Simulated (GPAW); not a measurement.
Pd:

```
Pd
1.0
     0.00000    1.94650    1.94650
     1.94650    0.00000    1.94650
     1.94650    1.94650    0.00000
Pd
1
Direct
  0.00000 0.00000 0.00000
```

| Item | Value |
| --- | --- |
| Program | GPAW 26.7.0 |
| Task | relaxation of cell and atoms |
| Functional | PBEsol |
| Dispersion | D4 |
| Potentials or basis | PAW data sets generated in the run's folder for this functional |
| Cutoff | 600 eV |
| Basis | pw |
| k mesh | 12 × 12 × 12 |
| Occupations | fermi-dirac, width 0.05 eV |
| Spin | no spin polarisation |

At the start: pressure -5.4 GPa; volume 14.75 Å³/atom.

Q: Where does the relaxation end?

A: Over 3 steps the energy falls by 7.1 meV/atom and the volume is 14.36 Å³/atom (-2.7 %); space group Fm-3m (No. 225, to 0.05 Å).

Step by step:
```tsv
step	energy change (eV)	largest force (eV/Å)	pressure (GPa)	volume (Å³)
1	0.0000	0.0000	-5.38	14.75
2	-0.0067	0.0000	-1.20	14.44
3	-0.0071	0.0000	0.06	14.35
```

Final structure:
```yaml
crystal:
  lattice:
    - [0.00000, 1.92897, 1.92897]
    - [1.92897, 0.00000, 1.92897]
    - [1.92897, 1.92897, 0.00000]
  atoms:
    - { symbol: Pd, position: [0.00000, 0.00000, 0.00000] }
```

Caveat: later steps reuse the first step's grids; pairwise dispersion overbinds metals, which lowers pressure and volume.
